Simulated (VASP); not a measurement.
## PbSe (Clausthalite): single point with PBEsol+D4

**Experimental background.**

A printed reference work, monograph reports, for a bulk crystal of PbSe at 4.2 K: band gap 0.15 eV (direct).

Crystal: PbSe (Clausthalite).

```xyz
2
Lattice="0.0000 3.0278 3.0278 3.0278 0.0000 3.0278 3.0278 3.0278 0.0000" Properties=species:S:1:pos:R:3 pbc="T T T"
Pb    0.0000    0.0000    0.0000
Se    3.0278    3.0278    3.0278
```

```
Program                : VASP 6.6.1
Task                   : single point
Functional             : PBEsol
Dispersion             : D4
Potentials or basis    : VASP PAW PBE potentials, release 64 (Pb_d, Se)
Cutoff                 : 520 eV
k mesh                 : 8 × 8 × 8
Occupations            : fermi-dirac, width 0.05 eV
Spin                   : no spin polarisation
Dipole correction      : no
Further INCAR settings : ALGO = Normal; EDIFF = 1e-06; NBANDS = 17
```

| Property | Result |
| --- | --- |
| Pressure | -0.1 GPa |
| Band gap on the k mesh | 0.09 eV, direct |
| Dispersion energy per atom | -0.238 eV |

Levels at points of the mesh, in eV from the valence-band top:
```csv
k point,band 6,band 7,band 8,band 9,band 10,band 11,band 12,band 13,band 14,band 15
"(0.00, 0.00, 0.00)",-13.92,-6.31,-2.05,-2.05,-2.05,4.72,4.72,4.72,6.35,6.35
"(0.50, 0.00, 0.00)",-12.76,-9.06,-1.61,-1.61,0.00,0.09,1.55,1.55,8.42,10.07
"(0.50, 0.50, 0.00)",-12.33,-7.50,-5.33,-3.48,-3.48,3.41,5.68,5.68,6.11,11.34
```

Run time: 27 s on 1 thread of Intel Xeon 6975P-C, on a shared host, peak memory 0.19 GiB.

A measured gap of PbSe is 0.15 eV (direct; 4.2 K; a printed reference work, monograph); the calculated 0.09 eV misses it by -0.06 eV. 2 values of this kind are on record (0.15 to 0.28 eV); this one was drawn at random. Spin-orbit coupling on Pb, Se is left out. The value is that of PBEsol+D4 on a finite k mesh, which can miss the band edges, without temperature or zero-point motion. Semilocal functionals fall short of measured gaps as a rule.

Caveat: the PAW data sets were made with another functional, which shifts forces and pressure a little; spin-orbit coupling is left out, which moves the levels of the heavy elements.
